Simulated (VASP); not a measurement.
Here is a VASP 6.6.1 calculation.

File INCAR:

```
  ALGO = Normal
  EDIFF = 1E-6
  EDIFFG = -0.01
  ENCUT = 600
  IBRION = 2
  ISIF = 3
  ISMEAR = 0
  LASPH = True
  LATTICE_CONSTRAINTS = .TRUE. .TRUE. .FALSE.
  LCHARG = False
  LREAL = False
  LUSENCCL = False
  LWAVE = False
  NELM = 80
  NSW = 90
  PREC = Accurate
  SIGMA = 0.03
```

The input KPOINTS:

```
k-points
0
Gamma
  10 8 1
```

The input POSCAR:

```
P
1.0
    3.3164000000      0.0000000000      0.0000000000
    0.0000000000      4.3793000000      0.0000000000
    0.0000000000      0.0000000000     35.8567681600
P
16
Direct
    0.0000000000      0.5806800000      0.2509986400
    0.5000000000      0.9193200000      0.2509986400
    0.5000000000      0.0806800000      0.3104230700
    0.0000000000      0.4193200000      0.3104230700
    0.5000000000      0.5806800000      0.3971914000
    0.0000000000      0.9193200000      0.3971914000
    0.0000000000      0.0806800000      0.4566158400
    0.5000000000      0.4193200000      0.4566158400
    0.0000000000      0.5806800000      0.5433841600
    0.5000000000      0.9193200000      0.5433841600
    0.5000000000      0.0806800000      0.6028086000
    0.0000000000      0.4193200000      0.6028086000
    0.5000000000      0.5806800000      0.6895769300
    0.0000000000      0.9193200000      0.6895769300
    0.0000000000      0.0806800000      0.7490013600
    0.5000000000      0.4193200000      0.7490013600
```

Potentials or basis: VASP PAW LDA potentials, release 64 (P).

Launch:

```sh
$ cat potpaw_LDA.64/P/POTCAR > POTCAR
$ mpirun -np 1 vasp_std > vasp.out
```

(1) What does it give for the relaxed volume?

(2) Estimate the relaxed cell.

## Answers

(1) 30.98 Å³/atom.

(2) a = 3.293 Å, b = 4.198 Å, c = 35.857 Å, α = 90.00°, β = 90.00°, γ = 90.00°.
